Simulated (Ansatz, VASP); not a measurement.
# Two plane-wave programs on Cl2

```
Cl
1.0
    12.00000    0.00000    0.00000
     0.00000   12.30000    0.00000
     0.00000    0.00000   12.60000
Cl
2
Direct
  0.50000 0.50000 0.42106
  0.50000 0.50000 0.57894
```

Alike in both runs: functional PBEsol; k mesh 1 × 1 × 1; occupations fermi-dirac, width 0.01 eV; no spin polarisation.

Ansatz relaxed the structure, and its values are those at the end. VASP's run is a single point on that final structure, the one shown.

```csv
,VASP,Ansatz
version,VASP 6.6.1,Ansatz 0.2.0
potentials or method,"VASP PAW PBE potentials, release 64 (Cl)","plane waves (420 eV) with PAW, scalar-relativistic"
plane-wave cutoff (eV),520,420
valence electrons in the cell,14,14
```

|  | VASP | Ansatz | Ansatz less VASP |
| --- | --- | --- | --- |
| rms of the force components (eV/Å) | 0.101 | 0.006 | -0.0957 |

Ansatz warned: «pseudo_functional_mismatch».

Caveats: the PAW data sets were made with another functional, which shifts forces and pressure a little (VASP).
